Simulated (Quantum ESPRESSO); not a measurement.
# Cr (Im-3m) in Quantum ESPRESSO: reference runs, part 2 of 2

Quantum ESPRESSO 7.5.

## Step 3: Single point, PBE, collinear spin, ferromagnetic start (cell strained at random at fixed volume)

Contents of pw.in:

```
&CONTROL
  calculation = 'scf'
  prefix = 'pwscf'
  outdir = './tmp'
  pseudo_dir = './pseudo'
  tprnfor = .true.
  tstress = .true.
  disk_io = 'nowf'
/
&SYSTEM
  ibrav = 0
  nat = 1
  ntyp = 1
  ecutwfc = 55
  ecutrho = 440
  nbnd = 16
  occupations = 'smearing'
  smearing = 'fd'
  degauss = 0.00367493
  nspin = 2
  starting_magnetization(1) = 0.2143
/
&ELECTRONS
  conv_thr = 2d-10
  electron_maxstep = 120
  mixing_beta = 0.3
/
ATOMIC_SPECIES
Cr    51.9961 cr_pbe_v1.5.uspp.F.UPF
CELL_PARAMETERS angstrom
  -1.4806240000    1.4726660000    1.4227520000
   1.5490710000   -1.4964210000    1.5149530000
   1.4669230000    1.4827200000   -1.4465060000
ATOMIC_POSITIONS crystal
Cr     0.0065450000   -0.0049150000   -0.0232640000
K_POINTS automatic
12 12 12 0 0 0
```

Potentials or basis: SSSP 1.3 efficiency PBE.

The run is started by

```console
> OMP_NUM_THREADS=1 pw.x -in pw.in > pw.out
```

pw.out:

```text
This program is part of the open-source Quantum ESPRESSO suite
     for quantum simulation of materials; please cite
         "P. Giannozzi et al., J. Phys.:Condens. Matter 21 395502 (2009);
         "P. Giannozzi et al., J. Phys.:Condens. Matter 29 465901 (2017);
         "P. Giannozzi et al., J. Chem. Phys. 152 154105 (2020);
     in publications or presentations arising from this work. More details at

     Subspace diagonalization in iterative solution of the eigenvalue problem:
     a serial algorithm will be used

     G-vector sticks info
     --------------------
     sticks:   dense  smooth     PW     G-vecs:    dense   smooth      PW
     Sum         775     391    155                13741     4871    1219

     Using Slab Decomposition

     bravais-lattice index     =            0
     lattice parameter (alat)  =       4.7751  a.u.
     unit-cell volume          =      88.2985 (a.u.)^3
     number of atoms/cell      =            1
     number of atomic types    =            1
     number of electrons       =        14.00
     number of Kohn-Sham states=           16
     kinetic-energy cutoff     =      55.0000  Ry
     charge density cutoff     =     440.0000  Ry
     scf convergence threshold =      2.0E-10
     mixing beta               =       0.3000
     number of iterations used =            8  plain     mixing
     Exchange-correlation=  SLA  PW   PBX  PBC
                           (   1   4   3   4   0   0   0)

     celldm(1)=   4.775146  celldm(2)=   0.000000  celldm(3)=   0.000000
     celldm(4)=   0.000000  celldm(5)=   0.000000  celldm(6)=   0.000000

     crystal axes: (cart. coord. in units of alat)
               a(1) = (  -0.585945   0.582796   0.563043 )
               a(2) = (   0.613033  -0.592197   0.599531 )
               a(3) = (   0.580523   0.586775  -0.572443 )

     reciprocal axes: (cart. coord. in units 2 pi/alat)
               b(1) = ( -0.015772  0.861914  0.867498 )
               b(2) = (  0.818791  0.010557  0.841169 )
               b(3) = (  0.842022  0.858816 -0.012674 )

     PseudoPot. # 1 for Cr read from file:
     cr_pbe_v1.5.uspp.F.UPF
     Pseudo is Ultrasoft + core correction, Zval = 14.0
     Generated by new atomic code, or converted to UPF format
     Using radial grid of  857 points,  6 beta functions with:
                l(1) =   0
                l(2) =   0
                l(3) =   1
                l(4) =   1
                l(5) =   2
                l(6) =   2
     Q(r) pseudized with  8 coefficients,  rinner =    0.950   0.950   0.950
                                                       0.950   0.950

     atomic species   valence    mass     pseudopotential
     Cr               14.00    51.99610     Cr( 1.00)

     Starting magnetic structure
     atomic species   magnetization
     Cr              0.214

     No symmetry found

   Cartesian axes

     site n.     atom                  positions (alat units)
         1        Cr     tau(   1) = (  -0.0203534  -0.0069257   0.0140557  )

     number of k points=   868  Fermi-Dirac smearing, width (Ry)=  0.0037

     Number of k-points >= 100: set verbosity='high' to print them.

     Dense  grid:    13741 G-vectors     FFT dimensions: (  32,  36,  36)

     Smooth grid:     4871 G-vectors     FFT dimensions: (  24,  24,  24)

     Check: negative core charge=   -0.000008
     Generating pointlists ...
     new r_m :   0.4125 (alat units)  1.9697 (a.u.) for type    1

     Initial potential from superposition of free atoms

     starting charge      13.0000, renormalised to      14.0000

     negative rho (up, down):  4.736E-04 3.065E-04
     Starting wfcs are   10 randomized atomic wfcs +    6 random wfcs

     Self-consistent Calculation

     iteration #  1     ecut=    55.00 Ry     beta= 0.30
     Davidson diagonalization with overlap
     ethr =  1.00E-02,  avg # of iterations =  5.3

     negative rho (up, down):  6.979E-04 8.106E-04

     total energy              =    -175.13125781 Ry
     estimated scf accuracy    <       2.43471007 Ry

     total magnetization       =     0.56 Bohr mag/cell
     absolute magnetization    =     0.57 Bohr mag/cell

     iteration #  2     ecut=    55.00 Ry     beta= 0.30
     Davidson diagonalization with overlap
     ethr =  1.00E-02,  avg # of iterations =  1.6

     negative rho (up, down):  4.348E-04 1.049E-03

     total energy              =    -175.43266190 Ry
     estimated scf accuracy    <       0.09145215 Ry

     total magnetization       =     0.93 Bohr mag/cell
     absolute magnetization    =     0.94 Bohr mag/cell

     iteration #  3     ecut=    55.00 Ry     beta= 0.30
     Davidson diagonalization with overlap
     ethr =  6.53E-04,  avg # of iterations =  1.9

     negative rho (up, down):  2.754E-05 1.001E-03
[... 136 lines left out ...]
     total magnetization       =    -0.00 Bohr mag/cell
     absolute magnetization    =     0.00 Bohr mag/cell

     iteration # 15     ecut=    55.00 Ry     beta= 0.30
     Davidson diagonalization with overlap
     ethr =  5.25E-11,  avg # of iterations =  1.8

     negative rho (up, down):  3.984E-04 3.985E-04

     total energy              =    -175.48333507 Ry
     estimated scf accuracy    <          2.1E-09 Ry

     total magnetization       =     0.00 Bohr mag/cell
     absolute magnetization    =     0.00 Bohr mag/cell

     iteration # 16     ecut=    55.00 Ry     beta= 0.30
     Davidson diagonalization with overlap
     ethr =  1.48E-11,  avg # of iterations =  1.0

     negative rho (up, down):  3.984E-04 3.984E-04

     Magnetic moment per site  (integrated on atomic sphere of radius R)
     atom   1 (R=0.413)  charge= 12.2094  magn=  0.0000

     End of self-consistent calculation

     Number of k-points >= 100: set verbosity='high' to print the bands.

     the Fermi energy is    16.7856 ev

!    total energy              =    -175.48333507 Ry
     estimated scf accuracy    <          3.6E-11 Ry
     smearing contrib. (-TS)   =      -0.00041215 Ry
     internal energy E=F+TS    =    -175.48292292 Ry

     The total energy is F=E-TS. E is the sum of the following terms:
     one-electron contribution =     -65.38911173 Ry
     hartree contribution      =      39.34055632 Ry
     xc contribution           =     -22.33029754 Ry
     ewald contribution        =    -127.10406996 Ry

     total magnetization       =     0.00 Bohr mag/cell
     absolute magnetization    =     0.00 Bohr mag/cell

     convergence has been achieved in  16 iterations

     negative rho (up, down):  3.984E-04 3.984E-04

     Forces acting on atoms (cartesian axes, Ry/au):

     atom    1 type  1   force =     0.00000000    0.00000000    0.00000000

     Total force =     0.000000     Total SCF correction =     0.000000

     Computing stress (Cartesian axis) and pressure

     negative rho (up, down):  3.984E-04 3.984E-04
          total   stress  (Ry/bohr**3)                   (kbar)     P=     -245.52
  -0.00192944   0.00001842  -0.00018828         -283.83        2.71      -27.70
   0.00001842  -0.00158832   0.00006136            2.71     -233.65        9.03
  -0.00018828   0.00006136  -0.00148932          -27.70        9.03     -219.09

=------------------------------------------------------------------------------=
   JOB DONE.
=------------------------------------------------------------------------------=
```

Wall time 6.2 min (1 thread of AMD EPYC 7R43 (Zen 3), shared host); peak memory 0.35 GiB.

Results:

- Free energy: -2387.5724 eV
- Pressure: -24.6 GPa
- Band gap on the k mesh: none (metal or under the smearing width)
- Net moment: 0.00 μB per cell
- Absolute moment: 0.00 μB per cell
- Valence electrons inside the program's atomic spheres: Cr 12.21

Caveat: the starting moments collapsed, and a magnetic state may lie lower.

## Step 4: Single point, PBE, collinear spin, ferromagnetic start, 12.30 Å³/atom

pw.in: that of step 3 with these lines changed.

```diff
@@ -30,7 +30,7 @@
 CELL_PARAMETERS angstrom
-  -1.4806240000    1.4726660000    1.4227520000
-   1.5490710000   -1.4964210000    1.5149530000
-   1.4669230000    1.4827200000   -1.4465060000
+  -1.4541462833    1.4541462833    1.4541462833
+   1.4541462833   -1.4541462833    1.4541462833
+   1.4541462833    1.4541462833   -1.4541462833
 ATOMIC_POSITIONS crystal
-Cr     0.0065450000   -0.0049150000   -0.0232640000
+Cr     0.0000000000    0.0000000000    0.0000000000
 K_POINTS automatic
```

The run is started by

```console
> OMP_NUM_THREADS=1 pw.x -in pw.in > pw.out
```

Run time: 37 s. Hardware: 1 thread of AMD EPYC 7R43 (Zen 3), shared host; peak memory 0.12 GiB.

It converged, with:

```yaml
Free_energy: -2387.6796 eV
Pressure: -14.5 GPa
Band_gap_on_the_k_mesh: none (metal or under the smearing width)
Net_moment: 0.00 μB per cell
Absolute_moment: 0.00 μB per cell
Valence_electrons_inside_the_program's_atomic_spheres: Cr 12.27
```

Caveat: the starting moments collapsed, and a magnetic state may lie lower.

## Step 5: Single point, PBE, collinear spin, ferromagnetic start, 12.56 Å³/atom

pw.in: that of step 4 with these lines changed.

```diff
@@ -30,5 +30,5 @@
 CELL_PARAMETERS angstrom
-  -1.4541462833    1.4541462833    1.4541462833
-   1.4541462833   -1.4541462833    1.4541462833
-   1.4541462833    1.4541462833   -1.4541462833
+  -1.4643870875    1.4643870875    1.4643870875
+   1.4643870875   -1.4643870875    1.4643870875
+   1.4643870875    1.4643870875   -1.4643870875
 ATOMIC_POSITIONS crystal
```

The run is started by

```console
> OMP_NUM_THREADS=1 pw.x -in pw.in > pw.out
```

It took 35 s on 1 thread of AMD EPYC 7R43 (Zen 3), shared host; peak memory 0.11 GiB.

The run converged. Its results:

- Free energy: -2387.6527 eV
- Pressure: -18.4 GPa
- Band gap on the k mesh: none (metal or under the smearing width)
- Net moment: 0.00 μB per cell
- Absolute moment: 0.00 μB per cell
- Valence electrons inside the program's atomic spheres: Cr 12.28

Caveat: the starting moments collapsed, and a magnetic state may lie lower.

## Step 6: Single point, PBE, collinear spin, ferromagnetic start, 12.82 Å³/atom

pw.in: that of step 5 with these lines changed.

```diff
@@ -30,5 +30,5 @@
 CELL_PARAMETERS angstrom
-  -1.4643870875    1.4643870875    1.4643870875
-   1.4643870875   -1.4643870875    1.4643870875
-   1.4643870875    1.4643870875   -1.4643870875
+  -1.4744866279    1.4744866279    1.4744866279
+   1.4744866279   -1.4744866279    1.4744866279
+   1.4744866279    1.4744866279   -1.4744866279
 ATOMIC_POSITIONS crystal
```

Potentials or basis: SSSP 1.3 efficiency PBE.

The run is started by

```console
> OMP_NUM_THREADS=1 pw.x -in pw.in > pw.out
```

Wall time 36 s (1 thread of AMD EPYC 7R43 (Zen 3), shared host); peak memory 0.12 GiB.

It converged, with:

```
Free energy                                           : -2387.6199 eV
Pressure                                              : -21.8 GPa
Band gap on the k mesh                                : none (metal or under the smearing width)
Net moment                                            : 0.00 μB per cell
Absolute moment                                       : 0.00 μB per cell
Valence electrons inside the program's atomic spheres : Cr 12.30
```

Caveat: the starting moments collapsed, and a magnetic state may lie lower.

## Step 7: Single point, PBE, collinear spin, ferromagnetic start, 13.08 Å³/atom

pw.in: that of step 6 with these lines changed.

```diff
@@ -30,5 +30,5 @@
 CELL_PARAMETERS angstrom
-  -1.4744866279    1.4744866279    1.4744866279
-   1.4744866279   -1.4744866279    1.4744866279
-   1.4744866279    1.4744866279   -1.4744866279
+  -1.4844496776    1.4844496776    1.4844496776
+   1.4844496776   -1.4844496776    1.4844496776
+   1.4844496776    1.4844496776   -1.4844496776
 ATOMIC_POSITIONS crystal
```

The run is started by

```console
> OMP_NUM_THREADS=1 pw.x -in pw.in > pw.out
```

Run time: 35 s. Hardware: 1 thread of AMD EPYC 7R43 (Zen 3), shared host; peak memory 0.12 GiB.

Results (log left out):

| Item | Value |
| --- | --- |
| Free energy | -2387.5818 eV |
| Pressure | -24.8 GPa |
| Band gap on the k mesh | none (metal or under the smearing width) |
| Net moment | 0.00 μB per cell |
| Absolute moment | 0.00 μB per cell |
| Valence electrons inside the program's atomic spheres | Cr 12.31 |

Caveat: the starting moments collapsed, and a magnetic state may lie lower.

## Step 8: Single point, PBE, collinear spin, ferromagnetic start, 13.35 Å³/atom

pw.in: that of step 7 with these lines changed.

```diff
@@ -30,5 +30,5 @@
 CELL_PARAMETERS angstrom
-  -1.4844496776    1.4844496776    1.4844496776
-   1.4844496776   -1.4844496776    1.4844496776
-   1.4844496776    1.4844496776   -1.4844496776
+  -1.4942807567    1.4942807567    1.4942807567
+   1.4942807567   -1.4942807567    1.4942807567
+   1.4942807567    1.4942807567   -1.4942807567
 ATOMIC_POSITIONS crystal
```

The run is started by

```console
> OMP_NUM_THREADS=1 pw.x -in pw.in > pw.out
```

Run time: 52 s. Hardware: 1 thread of AMD EPYC 7R43 (Zen 3), shared host; peak memory 0.12 GiB.

Results (log left out):

```yaml
Free_energy: -2387.5390 eV
Pressure: -27.5 GPa
Band_gap_on_the_k_mesh: none (metal or under the smearing width)
Net_moment: 0.00 μB per cell
Absolute_moment: 0.00 μB per cell
Valence_electrons_inside_the_program's_atomic_spheres: Cr 12.33
```

Caveat: the starting moments collapsed, and a magnetic state may lie lower.

## Step 9: Single point, PBE, collinear spin, ferromagnetic start, 13.61 Å³/atom

pw.in: that of step 8 with these lines changed.

```diff
@@ -30,5 +30,5 @@
 CELL_PARAMETERS angstrom
-  -1.4942807567    1.4942807567    1.4942807567
-   1.4942807567   -1.4942807567    1.4942807567
-   1.4942807567    1.4942807567   -1.4942807567
+  -1.5039841504    1.5039841504    1.5039841504
+   1.5039841504   -1.5039841504    1.5039841504
+   1.5039841504    1.5039841504   -1.5039841504
 ATOMIC_POSITIONS crystal
```

Potentials or basis: SSSP 1.3 efficiency PBE.

The run is started by

```console
> OMP_NUM_THREADS=1 pw.x -in pw.in > pw.out
```

Run time: 42 s. Hardware: 1 thread of AMD EPYC 7R43 (Zen 3), shared host; peak memory 0.12 GiB.

Results (log left out):

```yaml
Free_energy: -2387.4921 eV
Pressure: -29.9 GPa
Band_gap_on_the_k_mesh: none (metal or under the smearing width)
Net_moment: 0.00 μB per cell
Absolute_moment: 0.00 μB per cell
Valence_electrons_inside_the_program's_atomic_spheres: Cr 12.34
```

Caveat: the starting moments collapsed, and a magnetic state may lie lower.

## Step 10: Single point, PBE, collinear spin, ferromagnetic start, 13.87 Å³/atom

pw.in: that of step 9 with these lines changed.

```diff
@@ -30,5 +30,5 @@
 CELL_PARAMETERS angstrom
-  -1.5039841504    1.5039841504    1.5039841504
-   1.5039841504   -1.5039841504    1.5039841504
-   1.5039841504    1.5039841504   -1.5039841504
+  -1.5135639255    1.5135639255    1.5135639255
+   1.5135639255   -1.5135639255    1.5135639255
+   1.5135639255    1.5135639255   -1.5135639255
 ATOMIC_POSITIONS crystal
```

Potentials or basis: SSSP 1.3 efficiency PBE.

The run is started by

```console
> OMP_NUM_THREADS=1 pw.x -in pw.in > pw.out
```

pw.out:

```text
This program is part of the open-source Quantum ESPRESSO suite
     for quantum simulation of materials; please cite
[... 6 lines left out ...]
     using ibrav=0 with symmetry is DISCOURAGED, use correct ibrav instead

     Subspace diagonalization in iterative solution of the eigenvalue problem:
     a serial algorithm will be used

     G-vector sticks info
     --------------------
     sticks:   dense  smooth     PW     G-vecs:    dense   smooth      PW
     Sum         809     411    159                14627     5233    1253

     Using Slab Decomposition

     bravais-lattice index     =            0
     lattice parameter (alat)  =       4.9540  a.u.
     unit-cell volume          =      93.5963 (a.u.)^3
     number of atoms/cell      =            1
     number of atomic types    =            1
     number of electrons       =        14.00
[... 347 lines left out ...]
     Davidson diagonalization with overlap
     ethr =  1.78E-12,  avg # of iterations =  1.4

     negative rho (up, down):  3.285E-04 3.285E-04

     Magnetic moment per site  (integrated on atomic sphere of radius R)
     atom   1 (R=0.413)  charge= 12.3530  magn=  0.0000

     End of self-consistent calculation

     Number of k-points >= 100: set verbosity='high' to print the bands.

     the Fermi energy is    15.6254 ev

!    total energy              =    -175.47371857 Ry
     estimated scf accuracy    <          2.9E-12 Ry
     smearing contrib. (-TS)   =      -0.00050157 Ry
     internal energy E=F+TS    =    -175.47321700 Ry

     The total energy is F=E-TS. E is the sum of the following terms:
     one-electron contribution =     -69.09374569 Ry
     hartree contribution      =      40.59693099 Ry
     xc contribution           =     -22.28504392 Ry
     ewald contribution        =    -124.69135837 Ry

     total magnetization       =     0.00 Bohr mag/cell
     absolute magnetization    =     0.00 Bohr mag/cell

     convergence has been achieved in  18 iterations

     negative rho (up, down):  3.285E-04 3.285E-04

     Forces acting on atoms (cartesian axes, Ry/au):

     atom    1 type  1   force =     0.00000000    0.00000000    0.00000000

     Total force =     0.000000     Total SCF correction =     0.000000

     Computing stress (Cartesian axis) and pressure

     negative rho (up, down):  3.285E-04 3.285E-04
          total   stress  (Ry/bohr**3)                   (kbar)     P=     -319.76
  -0.00217367  -0.00000000  -0.00000000         -319.76       -0.00       -0.00
  -0.00000000  -0.00217367  -0.00000000           -0.00     -319.76       -0.00
  -0.00000000  -0.00000000  -0.00217367           -0.00       -0.00     -319.76

=------------------------------------------------------------------------------=
   JOB DONE.
=------------------------------------------------------------------------------=
```

Wall time 40 s (1 thread of AMD EPYC 7R43 (Zen 3), shared host); peak memory 0.13 GiB.

What came out:

| Property | Result |
| --- | --- |
| Free energy | -2387.4416 eV |
| Pressure | -32.0 GPa |
| Band gap on the k mesh | none (metal or under the smearing width) |
| Net moment | 0.00 μB per cell |
| Absolute moment | 0.00 μB per cell |
| Valence electrons inside the program's atomic spheres | Cr 12.35 |

Caveat: the cell as given lies far from equilibrium; the starting moments collapsed, and a magnetic state may lie lower.

## Step 11: Equation of state, PBE, collinear spin, ferromagnetic start

No new run: the results of the series are fitted here.

What came out:

```
Equilibrium volume : 11.53 Å³/atom (rough: see the caveat)
Bulk modulus       : 259 GPa (rough)
```

Energy against volume, from the lowest point:
```tsv
volume (Å³/atom)	energy (meV/atom)
12.299	0.00
12.561	26.91
12.823	59.74
13.084	97.86
13.346	140.64
13.608	187.54
13.870	238.06
```

Caveat: the minimum lies outside the volumes run.
